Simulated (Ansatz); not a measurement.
# MgS (rocksalt): gap against strain (epitaxial in the plane normal to [111])

MgS built on the rocksalt prototype, relaxed with r2SCAN in the plane-wave code Ansatz, then strained (epitaxial in the plane normal to [111]; changes of length per length, axes as in the cell below) with the atoms relaxed again within the symmetry that is left. It is cubic, Fm-3m (No. 225); a = 5.203 Å in the conventional setting, 17.61 Å³ an atom. Mg has 6 S at 2.60 Å; S has 6 Mg at 2.60 Å. (Simulation; spin polarisation is off.)

```
Mg S
1.0
     0.00000    2.60152    2.60152
     2.60152    0.00000    2.60152
     2.60152    2.60152    0.00000
Mg S
1 1
Direct
  0.00000 0.00000 0.00000
  0.50000 0.50000 0.50000
```

Gaps are the least over each mesh (PBE 8×8×8, r2SCAN 8×8×8, HSE06 6×6×6 when unstrained) and the special points, which keep their unstrained names; stress is the change from the unstrained cell, compression positive.

```csv
strain (%),free normal strain (%),"gap, PBE (eV)","gap, r2SCAN (eV)","gap, HSE06 (eV)","edges, HSE06","in-plane stress, r2SCAN (GPa)","energy rise, r2SCAN (meV/atom)"
-1.54,+0.77,2.755,3.422,3.771,Γ → X,+2.93,4.9
-0.85,+0.40,2.776,3.446,3.791,Γ → X,+1.61,1.5
0.0,0.00,2.790,3.463,3.804,Γ → X,0.00,0.0
+0.5,-0.25,2.729,3.399,3.738,Γ → X,-0.88,0.5
+1.15,-0.57,2.648,3.316,3.653,Γ → X,-1.98,2.5
```

Between zero and the nearest strains the slope of the HSE06 gap against strain is +0.014 eV per percent for negative and -0.131 for positive strain; it falls either way, as happens when edge states split or other valleys take over.

The meshes of the hybrids are coarse, so their gaps aren't converged to the digits shown.
